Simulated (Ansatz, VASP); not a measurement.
# HfN: VASP beside Ansatz

INCAR

```
SYSTEM = HfN
PREC = Accurate
ENCUT = 520
EDIFF = 1E-6
ISMEAR = -1
SIGMA = 0.05
LREAL = .FALSE.
LASPH = .TRUE.
NELM = 60
ALGO = Normal
ISIF = 2
LWAVE = .FALSE.
LCHARG = .FALSE.
GGA = PE
NBANDS = 14
```

KPOINTS

```
Automatic mesh
0
G
  16 16 16
  0 0 0
```

Contents of POSCAR:

```
HfN
1.0
    0.0000000000      2.3001039083      2.3001039083
    2.3001039083      0.0000000000      2.3001039083
    2.3001039083      2.3001039083      0.0000000000
Hf N
1 1
Direct
    0.0000000000      0.0000000000      0.0000000000
    0.5000000000      0.5000000000      0.5000000000
```

Input for Ansatz:

```yaml
crystal:
  lattice:
    - [0.0, 2.3001039083, 2.3001039083]
    - [2.3001039083, 0.0, 2.3001039083]
    - [2.3001039083, 2.3001039083, 0.0]
  atoms:
    - { symbol: Hf, position: [0.0, 0.0, 0.0] }
    - { symbol: "N", position: [0.5, 0.5, 0.5] }
kpoints:
  mp_grid: { grid: [16, 16, 16] }
scf:
  occupations: { method: fermi_dirac, width: 0.05 }
hamiltonian:
  xc: pbe
  pseudopotentials: { kind: all_electron, lapw: { basis_error: 0.0005 } }
output:
  forces: true
  stress: true
  eigenvalues: true
```

Change from the starting cell: volume scaled by 1.06.

Alike in both runs: task single point; functional PBE; k mesh 16 × 16 × 16; occupations fermi-dirac, width 0.05 eV; no spin polarisation.

|  | VASP | Ansatz |
| --- | --- | --- |
| version | VASP 6.6.1 | Ansatz 0.2.0 |
| potentials or method | VASP PAW PBE potentials, release 64 (Hf_pv, N) | all-electron LAPW, scalar-relativistic |
| plane-wave cutoff (eV) | 520 | see its input |

```tsv
	VASP	Ansatz	Ansatz less VASP
pressure (GPa)	-10.6	-8.4	+2.28
```

Ansatz ran all-electron here, so the differences hold the error of VASP's frozen core and of both bases.

Spin-orbit coupling is left out, which matters for the levels of Hf.
